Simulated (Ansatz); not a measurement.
**Charge transition levels of the S on the Mo site in MoS$_{2}$, term by term**

The calculation used Ansatz, DFT PBE+D3(BJ), scalar-relativistic, plane waves, PAW. Settings: 420 eV cutoff, 2×2×2 k-mesh, shifted by half a step, Gaussian smearing of 0.01 eV, collinear spin in charge +1, -1 alone.

Host crystal, relaxed:

```
Mo S
1.0
     3.14950    0.00000    0.00000
    -1.57475    2.72755    0.00000
     0.00000    0.00000    6.64571
Mo S
1 2
Direct
  0.00000 0.00000 0.00000
  0.33333 0.66667 0.23576
  0.33333 0.66667 0.76424
```

The S on the Mo site was set at (0.000, 0.000, 0.000) of the host cell, in a supercell of 36 sites (685 Å³), relaxed at fixed cell in each charge q, from a start with the atoms near it displaced at random. In charges +1, 0, -1 some atom moved by up to 0.7 Å, so the relaxed defect can differ in kind from the start: near the site, 6 S at 2.40 Å became 4 S at 2.29 Å, 2 Mo at 2.61 Å (charge +1); 4 S at 2.29 Å, 2 Mo at 2.60 Å (charge 0); 4 S at 2.29 Å, 2 Mo at 2.60 Å (charge -1). The host's Kohn–Sham gap is 1.20 eV and its static dielectric constant 11.0 (mean). For each charge: the supercell's free energy over the neutral one with q electrons exchanged at the valence band top, F(q) − F(0) + qE_v; the image-charge term; and the term that aligns the potential far from the defect with the host's.

```csv
q,F(q) − F(0) + qE_v (eV),image charge (eV),alignment (eV)
+1,0.334,0.238,-0.365
0,0.000,0.000,0.000
-1,0.206,0.238,0.212
```

**Question.** Add the terms and find the levels between neighbouring charges, ε(q/q′) = [A(q′) − A(q)]/(q − q′), with and without the two corrections.

**Answer.** A(q): 0.207 eV for +1, 0.000 eV for 0, 0.657 eV for -1.
```csv
level,corrected (eV over E_v),uncorrected (eV)
(+1/0),-0.21,-0.33
(0/-1),0.66,0.21
```

As a check, a point charge in a simple cubic cell of this volume has q²αe²/(2εL) = 0.211 q² eV (e² = 14.40 eV Å, α = 2.837, L = 8.82 Å); the shape of the real cell and the anisotropy of ε can change it somewhat. The term grows as q², so it pushes donor levels down and acceptor levels up.

**Question.** Which of these charges is lowest with the Fermi level at the valence band top, at mid-gap and at the conduction band bottom?

**Answer.** The line A(q) + qE_F that lies lowest gives the charge: 0 at E_F = 0.00 eV, 0 at E_F = 0.60 eV, -1 at E_F = 1.20 eV. (+1/0) falls outside this Kohn–Sham gap, so the change of charge isn't reached within it; the real gap is usually wider and may hold a localised level, while a level that comes from a carrier in the host's bands only marks the band edge and moves with it. In charge +1 the cell has partly filled levels, from a carrier spread over the host's bands, a defect level that the small cell broadens into a band, or a degenerate defect level, so the levels beside it are doubtful. In charge +1 the extra carrier sits in the host's bands, sampled away from their edge; a term of -0.21 eV would put the level beside it at that edge (it also undoes corrections that don't apply to a spread carrier) and isn't included above. Charges beyond those computed could lie lower near the band edges.

**Question.** The neutral defect forms at 6.01 eV with atoms taken from and returned to the elements. What are the formation energies at those three Fermi levels, and what share of sites would hold the defect at 1200 K with E_F at mid-gap, if the host still stood at that temperature?

**Answer.** E_f = E_f(0) + A(q) + qE_F = 6.01, 6.01, 5.47 eV. In the dilute limit the share is exp(−E_f/k_BT) = exp(−6.012/0.1034) = 5.6×10⁻²⁶, leaving out degeneracy and vibrational entropy. Both elements stand at their elemental potentials, a limit that the host or competing compounds often put out of reach. The small cell and the narrow Kohn–Sham gap leave errors of tenths of an eV or more, which change the share by orders of magnitude.

This form isn't the usual stable structure of the compound.